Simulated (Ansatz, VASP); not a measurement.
# Two plane-wave programs on AlN

INCAR

```
SYSTEM = AlN
PREC = Accurate ; ENCUT = 520
EDIFF = 1E-7 ; ISMEAR = 0
SIGMA = 0.05 ; LREAL = .FALSE.
LASPH = .TRUE. ; NELM = 80
ALGO = Normal ; ISIF = 2
LWAVE = .FALSE. ; LCHARG = .TRUE.
GGA = PE ; LELF = .TRUE.
LVHAR = .TRUE. ; NBANDS = 16
```

The input KPOINTS:

```
Automatic mesh
0
G
  6 6 6
  0 0 0
```

The input POSCAR:

```
AlN
1.0
    0.0000000000     -2.2015682416     -2.2015682416
   -2.2015682416      0.0000000000     -2.2015682416
    2.2015682416      2.2015682416     -4.4031364832
Al N
2 2
Direct
   -0.0035370201     -0.0035370201     -0.0035370201
    0.4964629799      0.4964629799      0.4964629799
    0.3818133250      0.3818133250      0.8818133250
    0.8818133250      0.8818133250      0.3818133250
```

Input for Ansatz:

```yaml
crystal:
  lattice:
    - [0.0, -2.2015682416, -2.2015682416]
    - [-2.2015682416, 0.0, -2.2015682416]
    - [2.2015682416, 2.2015682416, -4.4031364832]
  atoms:
    - { symbol: Al, position: [-0.0035370201, -0.0035370201, -0.0035370201] }
    - { symbol: Al, position: [0.4964629799, 0.4964629799, 0.4964629799] }
    - { symbol: "N", position: [0.381813325, 0.381813325, 0.881813325] }
    - { symbol: "N", position: [0.881813325, 0.881813325, 0.381813325] }
basis:
  ecutwfc: 520.0
kpoints:
  mp_grid: { grid: [6, 6, 6] }
hamiltonian:
  xc: pbe
scf:
  occupations: { method: gaussian, width: 0.05 }
output:
  forces: true
  stress: true
  eigenvalues: true
```

Change from the starting cell: mode 4 frozen in at +0.000 Å and mode 10 at -0.060 Å (largest displacements).

Alike in both runs: task single point; functional PBE; k mesh 6 × 6 × 6; occupations gaussian, width 0.05 eV; no spin polarisation.

|  | VASP | Ansatz |
| --- | --- | --- |
| version | VASP 6.6.1 | Ansatz 0.2.0 |
| potentials or method | VASP PAW PBE potentials, release 64 (Al, N) | scalar-relativistic, plane waves, PAW |
| plane-wave cutoff (eV) | 520 | 520 |
| valence electrons in the cell | 16 | 16 |

Ansatz gave:

* gap on the k mesh at the Fermi level (eV): 3.08
* least direct gap on the mesh (eV): 3.57
* pressure (GPa): 0.9
* largest component of the traceless stress (GPa): 5.54
* rms of the force components (eV/Å): 0.713

**Question.** Estimate VASP's values.

**Answer.** gap on the k mesh at the Fermi level (eV): 3.07; least direct gap on the mesh (eV): 3.57; pressure (GPa): 0.7; largest component of the traceless stress (GPa): 5.56; rms of the force components (eV/Å): 0.714.

Atom by atom the forces differ by 0.002 eV/Å (rms over components).

Caveats: forces of over 1 eV/Å show positions far from the minimum, so gaps and moduli don't describe the material at rest. A k mesh can miss the band edges.
